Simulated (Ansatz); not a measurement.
A run of Ansatz 0.2.0 is set up as follows.

input.yaml

```yaml
crystal:
  lattice:
    - [-0.09159188, 0.02278148, -3.96239693]
    - [3.88088382, 4.13177996, 0.06849871]
    - [3.92317125, -4.17406739, 0.11385529]
  atoms:
    - { symbol: Ba, position: [0.9974869, 0.00014772, 0.00042717] }
    - { symbol: Ba, position: [0.99982027, 0.4987526, 0.50108677] }
    - { symbol: Ti, position: [0.5007474, 0.49905912, 0.99785408] }
    - { symbol: Ti, position: [0.50365646, 0.99876813, 0.49738197] }
    - { symbol: O, position: [0.99895966, 0.49877997, 0.99824097] }
    - { symbol: O, position: [0.00194463, 0.99975533, 0.50211677] }
    - { symbol: O, position: [0.49413247, 0.25152792, 0.25251016] }
    - { symbol: O, position: [0.49937016, 0.75231443, 0.7482599] }
    - { symbol: O, position: [0.50325957, 0.25086477, 0.74968771] }
    - { symbol: O, position: [0.50062248, 0.75003001, 0.25243449] }
hamiltonian:
  xc: blyp
  pseudopotentials: { kind: paw }
  dispersion: d3bj
kpoints:
  mp_grid: { grid: [7, 5, 5] }
scf:
  occupations: { method: fermi_dirac, width: 0.05 }
output:
  forces: true
  stress: true
  eigenvalues: true
relax:
  f_tol: 0.01
  max_steps: 40
  cell: { stress_tol: 0.05 }
```

Potentials or basis: Ansatz PAW.

Command:

```sh
$ ansatz run input.yaml --threads 4 --pin off --max-ram 11264MiB --backend cpu --events-out ev --progress --plain --runs-dir out
```

(1) What does it give for the band gap on the k mesh?

(2) What does it give for the relaxed cell?

(3) Estimate the relaxed volume.

Results:

(1) 2.45 eV.

(2) a = 4.027 Å, b = 5.687 Å, c = 5.705 Å, α = 90.06°, β = 90.26°, γ = 89.99°.

(3) 13.06 Å³/atom.

Caveat: odd divisions of the mesh miss points on the zone boundary, where band edges often lie, so the gap on the mesh can be too wide; the plane-wave basis is chosen anew once the cell has moved, so the energies of steps on either side of that aren't comparable; the pressure holds a Pulay correction of +0.6 GPa for the finite cutoff; spin-orbit coupling is left out, which moves the levels of the heavy elements; the PAW data sets come from PBE, with cores solved anew for the run's functional, which leaves a small shift of forces and pressure.
